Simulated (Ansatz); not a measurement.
Phases of Ru at 930 GPa

Structure types of Ru are relaxed in primitive cells with their symmetry kept at 930 GPa, first on PAW files, then by LAPW. The enthalpy is E + pV at zero temperature, without zero-point motion. Only the types listed were tried, and differences under about 5 meV/atom are mesh noise. Not among the end structures: fcc, which may lie lower.

All numbers are PBE results (scalar-relativistic) from Ansatz 0.2.0, with Fermi–Dirac smearing of 0.05 eV, no spin polarisation. Methods: LAPW: all electrons, basis error target 0.5 meV/atom; PAW: frozen-core files, cutoff 420 eV.

k meshes: bcc 22×22×22, hcp 20×20×11, sc 19×19×19, simple hexagonal 21×21×20, omega 11×11×15.

| start type | ends as | a, b, c (Å) | V (Å³/atom) | H − H(lowest), LAPW (meV/atom) |
| --- | --- | --- | --- | --- |
| bcc | bcc, Im-3m | 2.422, 2.422, 2.422 | 7.10 | 1189.1 |
| hcp | hcp, P6_3/mmc | 2.164, 2.164, 3.492 | 7.08 | 0.0 |
| sc | sc, Pm-3m | 1.951, 1.951, 1.951 | 7.42 | 4674.8 |
| simple hexagonal | simple hexagonal, P6/mmm | 2.076, 2.076, 1.942 | 7.25 | ? |
| omega | omega, P6/mmm | 3.437, 3.437, 2.090 | 7.13 | ? |

**Question.** Give the missing entry: row "simple hexagonal", column "H − H(lowest), LAPW (meV/atom)".

**Answer.** 2809.9.

**Question.** What belongs in the row "omega", column "H − H(lowest), LAPW (meV/atom)"?

**Answer.** 814.7.

**Question.** Split the lead of hcp over omega into energy and pV.

**Answer.** For omega less hcp: ΔE = +538.1 meV/atom, and p·ΔV = 930 GPa × +0.0476 Å³ × 6.242 meV/(GPa·Å³) = +276.6 meV/atom, together 814.7 meV/atom. hcp wins on both counts.
